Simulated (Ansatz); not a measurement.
# HgS (F-43m), elastic constants by finite strains: input and output

Computed with LDA, PAW on Ansatz 0.2.0's default frozen-core files (fitted under PBE), scalar-relativistic; not a measurement.

The cell comes from a PAW relaxation under the same functional.

Launched as:

```sh
ansatz run input.yaml --threads 1 --pin off --max-ram 1228MiB --backend cpu --events-out ev --progress --plain --runs-dir out
```

Input:

```yaml
crystal:
  lattice:
    - [0.0, 2.90597265951, 2.90597265951]
    - [2.90597265951, 0.0, 2.90597265951]
    - [2.90597265951, 2.90597265951, 0.0]
  atoms:
    - { symbol: Hg, position: [0.0, 0.0, 0.0] }
    - { symbol: S, position: [0.75, 0.75, 0.75] }
kpoints:
  mp_grid: { grid: [14, 14, 14] }
scf:
  occupations: { method: fermi_dirac, width: 0.05 }
hamiltonian:
  xc: lda
  pseudopotentials: { kind: paw }
elastic:
  mode: relaxed_ion
  stencil: two_point
  amplitude: 0.003
```

The program printed:

```
Warning: RAYON_NUM_THREADS=1 ignored (pool sized by the plan → 1); use --threads N
Engine: ansatz 0.2.0, x86_64-unknown-linux-gnu
Pseudopotentials: kind: paw
Pseudopotential: Hg, paw, valence charge 20, recommended cutoff 420 eV (normal), Hg.paw.azcp
Pseudopotential: S, paw, valence charge 6, recommended cutoff 420 eV (normal), S.paw.azcp
Functional definition: SPW92
  exchange = slater_x
  correlation = pw_c
Crystal: 2 atoms, lattice volume = 49.080 Å³
Basis set: ecut = 420 eV, 941 PW (Γ)
Bands: 17, of which v1, the nominal top of the filled ones, is band 13 counted from 1 (12 counted from 0)
Symmetry: 24 space group operations
Space group: F-43m (ITA 216), of the structure as read, at distance tolerance 3.7e-5 Å
k-points: 104 of 2744 (time reversal used)
Non-local potential: Hg, projectors of the file, l = 0: 3, l = 1: 2, l = 2: 2, l = 3: 1
Non-local potential: S, projectors of the file, l = 0: 2, l = 1: 2, l = 2: 2
PAW form: soft (Blöchl's): semilocal exchange-correlation on the pseudo side does not see the compensation charge
PAW frozen core: Hg, regenerated for the run's functional, and the local potential with it (the file was generated under x = pbe(κ = 0.804, μ = 0.2195149727645171), c = pbe(β = 0.06672455060314922))
PAW frozen core: S, regenerated for the run's functional, and the local potential with it (the file was generated under x = pbe(κ = 0.804, μ = 0.2195149727645171), c = pbe(β = 0.06672455060314922))
PAW one-centre angular grid: Hg, 590 points (default); XC on 64 Gauss nodes
PAW one-centre angular grid: S, 110 points (default); XC on 64 Gauss nodes
Initial density: superposition of atomic densities (neutral atoms: chi_scale 0, normalization atom), corrected by the library's trained network
Initial wavefunctions: pseudopotential atomic-orbital guess
Functional: x = slater, c = lda
SCF iter   1: F=—  HF=-14392.312866 eV  |F-HF|=—  |Δ(HF+E_count)|=         —  Δρ=6.57e-3  dr2=2.40e-2  ethr=1.77e-3  ⟨swp⟩=5.8  Hψ=8864  notcnv=0
preconditioner: auto → none  [insulator: Δε(μ)=0.314 eV  Ē_g=11.416 eV  σ=0.050 eV  W_gap=0.89  n_scr=14 (ndim 8)  ℏωp=22.5 eV  f_vac=0.113  D(μ)=0.02/eV (n_scr^D=0)  ε∞_Penn≈4.9]
SCF iter   2: F=—  HF=-14392.306030 eV  |F-HF|=—  |Δ(HF+E_count)|=   6.84e-3  Δρ=2.54e-3  dr2=1.60e-3  ethr=9.23e-5  ⟨swp⟩=2.6  Hψ=3628  notcnv=0
SCF iter   3: F=—  HF=-14392.305603 eV  |F-HF|=—  |Δ(HF+E_count)|=   4.27e-4  Δρ=1.16e-3  dr2=3.62e-4  ethr=6.17e-6  ⟨swp⟩=2.0  Hψ=2705  notcnv=0
SCF iter   4: F=—  HF=-14392.305522 eV  |F-HF|=—  |Δ(HF+E_count)|=   8.11e-5  Δρ=3.30e-4  dr2=4.68e-5  ethr=1.39e-6  ⟨swp⟩=2.4  Hψ=2648  notcnv=0
SCF iter   5: F=—  HF=-14392.305507 eV  |F-HF|=—  |Δ(HF+E_count)|=   1.53e-5  Δρ=2.82e-5  dr2=2.12e-7  ethr=1.80e-7  ⟨swp⟩=2.0  Hψ=2597  notcnv=0
SCF iter   6: F=—  HF=-14392.305506 eV  |F-HF|=—  |Δ(HF+E_count)|=   3.36e-7  Δρ=5.15e-6  dr2=7.83e-9  ethr=8.17e-10  ⟨swp⟩=2.6  Hψ=3039  notcnv=0
SCF iter   7: F=—  HF=-14392.305506 eV  |F-HF|=—  |Δ(HF+E_count)|=   2.68e-9  Δρ=4.68e-7  dr2=3.97e-11  ethr=3.01e-11  ⟨swp⟩=2.0  Hψ=2743  notcnv=0
[... 89 lines left out ...]
SCF iter   6: F=—  HF=-14392.305473 eV  |F-HF|=—  |Δ(HF+E_count)|=  4.55e-11  Δρ=1.58e-7  dr2=9.11e-12  ethr=5.45e-13 (applied; sched 1.00e-12)  ⟨swp⟩=2.0  Hψ=10644  notcnv=0
SCF iter   7: F=—  HF=-14392.305473 eV  |F-HF|=—  |Δ(HF+E_count)|=  1.82e-12  Δρ=3.50e-8  dr2=4.09e-13  ethr=3.50e-14 (applied; sched 1.00e-12)  ⟨swp⟩=2.0  Hψ=10752  notcnv=0
SCF iter   8: F=-14392.305473 eV  HF=-14392.305473 eV  |F-HF|=3.64e-12  |Δ(HF+E_count)|=  3.64e-12  Δρ=9.22e-9  dr2=1.78e-14  ethr=1.00e-12  ⟨swp⟩=4.0  Hψ=23944  notcnv=0
SCF 9 converged in 8 iterations: F = -14392.305473 eV  dr2 = 1.78e-14
relax step   2: F+E_penalty+E_count = -14392.30547290 eV  Δ(F+E_penalty+E_count) = -4.152e-5 eV  max|allowed force component| = 3.368e-7 eV/Å  Δτ_max = 0.0025 Å  (8 SCF iters, accepted)
iter 1 solved again at ethr=1.00e-12 eV; its pass at ethr=3.10e-3 eV (dr2=1.69e-14 eV) is discarded
SCF iter   1: F=—  HF=-14392.305473 eV  |F-HF|=—  |Δ(HF+E_count)|=         —  Δρ=9.22e-9  dr2=1.78e-14  ethr=1.00e-12  ⟨swp⟩=2.3  Hψ=41432  notcnv=0
SCF iter   2: F=-14392.305473 eV  HF=-14392.305473 eV  |F-HF|=3.64e-12  |Δ(HF+E_count)|=  7.28e-12  Δρ=4.23e-9  dr2=2.18e-15  ethr=1.00e-12  ⟨swp⟩=4.2  Hψ=23739  notcnv=0
SCF 10 converged in 2 iterations: F = -14392.305473 eV  dr2 = 2.18e-15
SCF converged after 9 iterations
Free energy (F): -14392.305506 eV
Harris-Foulkes:  -14392.305506 eV  (|F-HF|=3.64e-12)
Internal energy: -14392.305300 eV  (E = F + TS)
E sigma→0 (E₀):  -14392.305403 eV
Entropy (-TS):   -0.000207 eV (-0.103 meV/atom)
Fermi energy:    8.503794 eV
--- Per-component energies (eV) ---
  E_band       = -495.776153
  E_kinetic    = 710.402968
  E_local      = -3405.786533  (includes V_loc(G=0)·N_el)
  E_nonlocal   = 110.278923
  E_hartree    = 1444.849237
  E_xc         = -314.624178
  E_vxc        = -348.995734  (∫ρ·V_xc dr)
  E_paw        = -10223.375370  (= ΣΔE_a)
  E_vpaw       = -451.375124  (= ΣTr[D̂ρ^β])
  E_aug_tail   = 0.000881  (compensation charges beyond the density's cutoff)
  E_ewald      = -2714.780517
  E_core_change = 0.729290  (= ΣΔE_core)
  E_smearing   = -0.000207  (= −TS)
  E_closure    = 0.000000  (closes the sum)
  Σ components = -14392.305506   (vs F -14392.305506, Δ=0.00e0)
--- Forces (eV/Å), atoms counted from 1 ---
  atom   1  Hg    -0.00000000     0.00000000    -0.00000000
  atom   2  S      0.00000000    -0.00000000    -0.00000000
  max |Σ_I F_I| component: 2.54e-16 eV/Å
--- Stress (GPa, compression-positive) ---
       -0.002074       0.000000      -0.000000
        0.000000      -0.002074       0.000000
       -0.000000       0.000000      -0.002074
  P = ⅓ Tr σ = -0.0021 GPa (-0.021 kbar)
--- Elastic constants: 2 strain directions × 2 members + reference (group order 24) ---
  dense FFT box of the reference and of every strained cell: 30×30×30
  strains applied: 11, 23; error gains: componentwise 1.00 (the most a stress slope's error grows in a printed constant), spectral 1.73 (1 for all six strains in a standard setting)
  C = ∂σ_k/∂η_j (tension-positive GPa; Voigt order 11 22 33 23 13 12):
        78.622     61.769     61.769      0.000      0.000      0.000
        61.769     78.622     61.769      0.000      0.000     -0.000
        61.769     61.769     78.622      0.000     -0.000      0.000
        -0.000      0.000      0.000     25.102     -0.000      0.000
         0.000      0.000      0.000      0.000     25.102      0.000
        -0.000      0.000      0.000      0.000      0.000     25.102
  reference stress σ⁰ (GPa):      0.002      0.002      0.002     -0.000      0.000     -0.000
  C* (energy form; C + prestress term) asymmetry max|C*_kj − C*_jk| = 1.421e-14 GPa — a small one proves nothing (zero by symmetry where the batch's group is 432, −43m or m−3m); a large one is finite-difference/SCF noise where ...
  moduli (Voigt/Reuss/Hill, GPa): K = 67.39/67.39/67.39   G = 18.43/14.01/16.22   E = 45.05   ν = 0.389
  mechanically stable: yes (min eigenvalue of sym C = 16.85 GPa)
  strain η (Voigt 11):  stress-route row diagonal C_11 = 78.62 GPa, energy-path curvature d²(F+E_count+ΔE)/dδ²/Ω₀ = 78.63 GPa
         δ    σ_11 (GPa)             F (eV)   n_scf  n_hpsi   n_pw
    -3.000e-3      -0.2346      -14392.3054003       7   74759    982   relax 0 steps, max|allowed force component| 1.12e-16 eV/Å
     3.000e-3       0.2371      -14392.3053979       5   55945    982   relax 0 steps, max|allowed force component| 5.98e-17 eV/Å
  strain η (Voigt 23):  stress-route row diagonal C_44 = 25.10 GPa, energy-path curvature d²(F+E_count+ΔE)/dδ²/Ω₀ = 25.10 GPa
         δ    σ_23 (GPa)             F (eV)   n_scf  n_hpsi   n_pw
    -3.000e-3      -0.0753      -14392.3054729       2   67889    982   relax 3 steps, max|allowed force component| 6.23e-7 eV/Å
     3.000e-3       0.0753      -14392.3054729       2   68198    982   relax 2 steps, max|allowed force component| 3.37e-7 eV/Å
```

The run converged.

Strained cells:

Elastic constants of a crystal by Kohn-Sham DFT: slopes of the stress over finite engineering strains of the given cell, Voigt indices, Cartesian axes as in the input; stress of each strained cell less that at rest, tension positive.

| strain component | strain | stress xx (GPa) | stress yy (GPa) | stress zz (GPa) | stress yz (GPa) | stress xz (GPa) | stress xy (GPa) | relaxation steps |
| --- | --- | --- | --- | --- | --- | --- | --- | --- |
| xx | -0.003 | -0.2368 | -0.1871 | -0.1871 | 0 | 0 | 0 | 0 |
| xx | 0.003 | 0.235 | 0.1835 | 0.1835 | 0 | 0 | 0 | 0 |
| yz | -0.003 | 0.0002 | 0.0004 | 0.0004 | -0.0753 | 0 | 0 | 3 |
| yz | 0.003 | 0.0002 | 0.0004 | 0.0004 | 0.0753 | 0 | 0 | 2 |

Elastic moduli:

Hill averages of a grain aggregate, Debye temperature from the mean sound speed over directions.

| Item | Value |
| --- | --- |
| Bulk modulus | 67.39 GPa |
| Shear modulus | 16.22 GPa |
| Young modulus | 45.05 GPa |
| Poisson ratio | 0.3886 |
| Bulk over shear modulus | 4.154 |
| Elastic anisotropy index | 1.577 |
| Least young modulus | 24.27 GPa |
| Largest young modulus | 66.99 GPa |
| Longitudinal sound speed | 3363 m/s |
| Transverse sound speed | 1436 m/s |
| Elastic debye temperature | 163.8 K |
| Linear compressibility (x, y, z) | 4.947, 4.947, 4.947 1/TPa |
| Zener ratio | 2.979 |
| Cauchy pressure | 36.67 GPa |

Elastic constants:

| Item | Value |
| --- | --- |
| Pressure at rest | -0.002 GPa |
| Least elastic eigenvalue | 16.85 GPa |
| Elastically stable | yes |

```tsv
index	elastic (GPa)
11	78.62
12	61.77
44	25.1
```

Keep in mind: frozen-core PAW files fitted under PBE, their cores solved anew for the functional of the run; the gap is closed or tiny at this level, so small that the run used smearing; responses move with mesh and smearing; no spin-orbit coupling on heavy atoms; this zinc-blende form is metastable at ambient conditions; the softest shear constant rests on one k mesh, and a soft shear can herald a distortion on cooling.

Time and hardware: 3.4 min on 1 thread of Intel(R) Xeon(R) Platinum 8259CL CPU @ 2.50GHz (Skylake/Cascade Lake), with other jobs on the host, peak memory 0.7 GiB.
